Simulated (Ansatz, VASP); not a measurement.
# One calculation of Ti, two programs

The input INCAR:

```
SYSTEM = Ti
ALGO = Fast
EDIFF = 1E-6
ENCUT = 520
GGA = PS
ISIF = 2
ISMEAR = 0
LASPH = .TRUE.
LCHARG = .FALSE.
LREAL = .FALSE.
LWAVE = .FALSE.
NBANDS = 12
NELM = 100
PREC = Accurate
SIGMA = 0.15
```

KPOINTS

```
k-points
0
G
  20 20 20
  0 0 0
```

POSCAR

```
Ti
1.0
    0.0000000000      2.0147750000      2.0300000000
    2.0452250000      0.0000000000      2.0300000000
    2.0452250000      2.0147750000      0.0000000000
Ti
1
Direct
    0.0000000000      0.0000000000      0.0000000000
```

Input for Ansatz:

```yaml
crystal:
  lattice:
    - [0.0, 2.014775, 2.03]
    - [2.045225, 0.0, 2.03]
    - [2.045225, 2.014775, 0.0]
  atoms:
    - { symbol: Ti, position: [0.0, 0.0, 0.0] }
basis:
  ecutwfc: 420
kpoints:
  mp_grid: { grid: [20, 20, 20] }
hamiltonian:
  xc: pbesol
scf:
  occupations: { method: gaussian, width: 0.15 }
output:
  forces: true
  stress: true
  eigenvalues: true
```

Change from the starting cell: strain +0.0075 x Voigt [1, -1, 0, 0, 0, 0], atoms carried along.

Alike in both runs: task single point; functional PBEsol; k mesh 20 × 20 × 20; occupations gaussian, width 0.15 eV; no spin polarisation.

|  | VASP | Ansatz |
| --- | --- | --- |
| version | VASP 6.6.1 | Ansatz 0.2.0 |
| potentials or method | VASP PAW PBE potentials, release 64 (Ti_sv) | scalar-relativistic, plane waves, PAW |
| plane-wave cutoff (eV) | 520 | 420 |
| valence electrons in the cell | 12 | 12 |

VASP gave:

* gap on the k mesh at the Fermi level (eV): none
* pressure (GPa): -0.6
* largest component of the traceless stress (GPa): 0.27

Problem. What did Ansatz give for the same quantities?

Solution. gap on the k mesh at the Fermi level (eV): none; pressure (GPa): -0.3; largest component of the traceless stress (GPa): 0.27.

A gap of «none» marks a metal or a gap that the smearing closes. With one functional, cell and mesh, what is left measures potentials, basis and numerics.

Caveats: the PAW data sets were made with another functional, which shifts forces and pressure a little (VASP).
